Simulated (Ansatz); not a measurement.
# Worked example: C4H9Br + C3H6O → C5H12 + C2H3BrO

Species: C4H9Br (1-bromobutane) `CCCCBr`, singlet; C3H6O (acetone) `CC(C)=O`, singlet; C5H12 (pentane) `CCCCC`, singlet; C2H3BrO `CC(=O)Br`, singlet. The partners trade Br for CH3; both sit on C, so the bond types are kept.

Shapes, held fixed at every level: PBE0-D4/def2-TZVP. Flexible molecules stand in one conformer, not always the lowest. Programs: Ansatz 0.2.0. Electronic energies: no zero-point or thermal term.

At CCSD(T)/def2-TZVPP; 1 Eh = 2625.50 kJ/mol:

```
species   energy (Eh)
 C4H9Br  -2730.266627
  C3H6O   -192.841302
  C5H12   -197.395313
C2H3BrO  -2725.716413
```

**Question.** Work out ΔE of the reaction at this level.

**Answer.** 
1. Products less reactants: (-197.395313) + (-2725.716413) − [(-2730.266627) + (-192.841302)] = -0.003797 Eh = -10.0 kJ/mol.

Other levels give -24.4 (PBE-D4/def2-TZVPP) to +6.1 kJ/mol (HF/def2-TZVPP). No measured value is set beside it here. Relativity is left out for Br. Outer-core shells of Br are correlated, in sets that cover them unevenly.
